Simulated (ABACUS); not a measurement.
Crystal: Mo.

```
Mo
1.0
    -1.58381    1.58381    1.58381
     1.58381   -1.58381    1.58381
     1.58381    1.58381   -1.58381
Mo
1
Direct
  0.00000 0.00000 0.00000
```

Program: ABACUS 3.10.1. Alike in all runs: task single point; no spin polarisation; cell as given; smearing fermi-dirac 0.05 eV.

**Question.** Order these runs on this cell by their pressure, lowest first.
A. level RPBE; potentials or basis PseudoDojo NC SR 0.4.1 PBE standard, plane waves; k mesh 10 × 10 × 10; cutoff (eV) 1102; radial cutoff of the potentials (pseudo_rcut) 7 bohr
B. level SOGGA; potentials or basis Ansatz NC PBE, plane waves; k mesh 10 × 10 × 10; cutoff (eV) 1102; radial cutoff of the potentials (pseudo_rcut) 10 bohr
C. level LDA; potentials or basis PseudoDojo NC SR 0.4.1 LDA standard, plane waves; k mesh 10 × 10 × 10; cutoff (eV) 1102; radial cutoff of the potentials (pseudo_rcut) 10 bohr
D. level PBEsol; potentials or basis PseudoDojo NC SR 0.4.1 PBEsol standard, plane waves; k mesh 12 × 12 × 12; cutoff (eV) 1102; radial cutoff of the potentials (pseudo_rcut) 7 bohr
E. level r2SCAN; potentials or basis SG15 ONCV 1.2 PBE, plane waves; k mesh 8 × 8 × 8; cutoff (eV) 1279; radial cutoff of the potentials (pseudo_rcut) 10 bohr

**Answer.** C (-13.7 GPa), B (-11.1 GPa), D (-9.4 GPa), E (-3.8 GPa), A (1.5 GPa).

Caveats: the potentials were made for another functional, which shifts forces and pressure (some runs).

Not every run made on this cell is shown here.
